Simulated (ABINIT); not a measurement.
Ga:

```
Ga
1.0
     2.77842    0.00000    0.00000
     0.00000    3.28161    0.00000
    -1.34343    0.00000    3.99027
Ga
2
Direct
  0.13460 0.75000 0.77017
  0.86540 0.25000 0.22983
```

This isn't the form of Ga at room conditions, which is orthorhombic.

* Program: ABINIT 10.8.3 (patched build)
* Task: relaxation of cell and atoms
* Functional: PBE
* Potentials or basis: JTH PAW PBE v2.0
* Cutoff: 544 eV
* k mesh: 6 × 5 × 5
* Occupations: fermi-dirac, width 0.05 eV
* Spin: no spin polarisation

At the start: pressure 2.9 GPa; volume 18.19 Å³/atom.

Q: How do energy, volume and symmetry change on relaxing?

A: Over 26 steps the energy falls by 21.4 meV/atom and the volume is 19.13 Å³/atom (+5.2 %); space group P2_1/m (No. 11, to 0.05 Å).

Step by step:
| step | energy change (eV) | largest force (eV/Å) | pressure (GPa) | volume (Å³) |
| --- | --- | --- | --- | --- |
| 1 | 0.0000 | 0.0777 | 2.90 | 36.38 |
| 2 | -0.0092 | 0.0632 | 2.34 | 36.71 |
| 3 | -0.0334 | 0.0206 | -0.20 | 38.45 |
| 4 | -0.0338 | 0.0233 | -0.30 | 38.53 |
| 5 | -0.0343 | 0.0272 | -0.30 | 38.54 |
| 6 | -0.0346 | 0.0289 | -0.16 | 38.44 |
| 7 | -0.0347 | 0.0284 | -0.01 | 38.32 |
| 8 | -0.0347 | 0.0275 | 0.05 | 38.27 |
| 9 | -0.0348 | 0.0267 | 0.10 | 38.23 |
| 10 | -0.0349 | 0.0275 | 0.14 | 38.20 |
| 11 | -0.0351 | 0.0366 | 0.17 | 38.18 |
| 12 | -0.0353 | 0.0557 | 0.12 | 38.21 |
| 13 | -0.0356 | 0.0707 | 0.01 | 38.30 |
| 14 | -0.0359 | 0.0730 | -0.14 | 38.42 |
| 15 | -0.0362 | 0.0642 | -0.24 | 38.50 |
| 16 | -0.0366 | 0.0520 | -0.26 | 38.52 |
| 17 | -0.0371 | 0.0409 | -0.17 | 38.45 |
| 18 | -0.0374 | 0.0370 | -0.03 | 38.34 |
| 19 | -0.0379 | 0.0378 | 0.14 | 38.21 |
| 20 | -0.0390 | 0.0509 | 0.45 | 37.96 |
| 21 | -0.0362 | 0.0837 | 1.54 | 37.27 |
| 22 | -0.0408 | 0.0075 | 0.59 | 37.82 |
| 23 | -0.0415 | 0.0391 | 0.38 | 37.99 |
| 24 | -0.0426 | 0.0258 | 0.13 | 38.18 |
| 25 | -0.0428 | 0.0036 | 0.01 | 38.27 |
| 26 | -0.0428 | 0.0013 | 0.00 | 38.27 |

Final structure:
```
Ga
1.0
     2.84207    0.00000   -0.03672
     0.00000    3.43177    0.00000
    -1.42694    0.00000    3.94204
Ga
2
Cartesian
  -0.8920 2.5738 3.0067
  2.3071 0.8579 0.8986
```

Caveat: the k mesh is coarse (spacing up to 0.40 Å⁻¹), so the values aren't converged.
